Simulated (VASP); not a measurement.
## BN (Qingsongite): band structure with PBE0

**Experimental background.**

From a printed reference work, monograph, for a bulk crystal of BN at 300 K: band gap 6.4 eV (indirect).

BN (Qingsongite):

```
B N
1.0
     0.00000    1.80332    1.80332
     1.80332    0.00000    1.80332
     1.80332    1.80332    0.00000
B N
1 1
Direct
  0.00000 0.00000 0.00000
  0.25000 0.25000 0.25000
```

```json
{
  "Program": "VASP 6.6.1",
  "Task": "band structure",
  "Functional": "PBE0",
  "Potentials or basis": "VASP PAW PBE potentials, release 64 (B, N)",
  "Cutoff": "520 eV",
  "k mesh": "8 × 8 × 8",
  "Occupations": "gaussian, width 0.03 eV",
  "Spin": "no spin polarisation",
  "Grid for exact exchange (PRECFOCK)": "Fast",
  "Exchange at q = 0": "truncated",
  "Further INCAR settings": "ALGO = Normal; EDIFF = 1e-06"
}
```

The pressure is -2.9 GPa. The band gap on the k mesh is 6.55 eV, indirect (least direct gap 11.35 eV). The band gap along the path is 6.55 eV, indirect (least direct gap 11.35 eV).

Levels at points of the mesh, in eV from the valence-band top:
```tsv
k point	band 2	band 3	band 4	band 5	band 6	band 7
(0.00, 0.00, 0.00)	0.00	0.00	0.00	11.35	11.35	11.35
(0.50, 0.00, 0.00)	-11.74	-2.13	-2.13	12.72	13.33	13.33
(0.50, 0.50, 0.00)	-9.85	-5.37	-5.37	6.55	11.55	21.36
```

Run time: 95 s on 4 MPI ranks on Intel(R) Xeon(R) Platinum 8259CL CPU @ 2.50GHz (Skylake/Cascade Lake), with other jobs on the host, peak memory 0.14 GiB a rank.

Against the measured gap of BN, 6.4 eV (indirect; 300 K; a printed reference work, monograph), the calculated 6.55 eV is off by +0.15 eV. The value is that of PBE0, without temperature or zero-point motion.

Caveat: the PAW data sets were made with another functional, which shifts forces and pressure a little.
